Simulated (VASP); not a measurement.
The cell holds one BeO (wurtzite) (1 0 -1 0) slab, with vacuum along c, ions free to move until forces fall under 0.03 eV/Å, no reconstruction beyond this cell, dipole correction on. Ionisation potential and electron affinity count from the cell's own band edges, surface states included.

Here is the system:

```yaml
crystal:
  lattice:
    - [4.40519, 0.00000, 0.00000]
    - [0.00000, 2.71380, 0.00000]
    - [0.00000, 0.00000, 24.47753]
  atoms:
    - { symbol: Be, position: [0.03116, 0.00000, 0.64915] }
    - { symbol: Be, position: [0.49500, 0.50000, 0.63294] }
    - { symbol: Be, position: [0.99980, 0.50000, 0.56221] }
    - { symbol: Be, position: [0.49474, 0.00000, 0.53298] }
    - { symbol: Be, position: [0.99474, 0.00000, 0.46702] }
    - { symbol: Be, position: [0.49980, 0.50000, 0.43779] }
    - { symbol: Be, position: [0.99500, 0.50000, 0.36706] }
    - { symbol: Be, position: [0.53116, 0.00000, 0.35085] }
    - { symbol: O, position: [0.36888, 0.00000, 0.65849] }
    - { symbol: O, position: [0.87503, 0.50000, 0.62994] }
    - { symbol: O, position: [0.37343, 0.50000, 0.56350] }
    - { symbol: O, position: [0.87396, 0.00000, 0.53244] }
    - { symbol: O, position: [0.37396, 0.00000, 0.46756] }
    - { symbol: O, position: [0.87343, 0.50000, 0.43650] }
    - { symbol: O, position: [0.37503, 0.50000, 0.37006] }
    - { symbol: O, position: [0.86888, 0.00000, 0.34151] }
```

These are PBE GGA, VASP's PBE PAW potentials (set 64) (plane waves; VASP) values and carry that method's errors. Numerical set-up: 450 eV cut-off, 5×7×1 Γ-centred mesh, Gaussian smearing of 0.050 eV, potentials Be O.

Slab and bulk use different k-meshes, so the surface energy is good to a few per cent at best.

Predict its surface energy, ionisation potential, electron affinity.

The surface energy comes out as 1.30 J/m² and the ionisation potential is 7.03 eV. The electron affinity is 1.37 eV.

The cell is a thin slab with vacuum, built from BeO (wurtzite): (100) face.
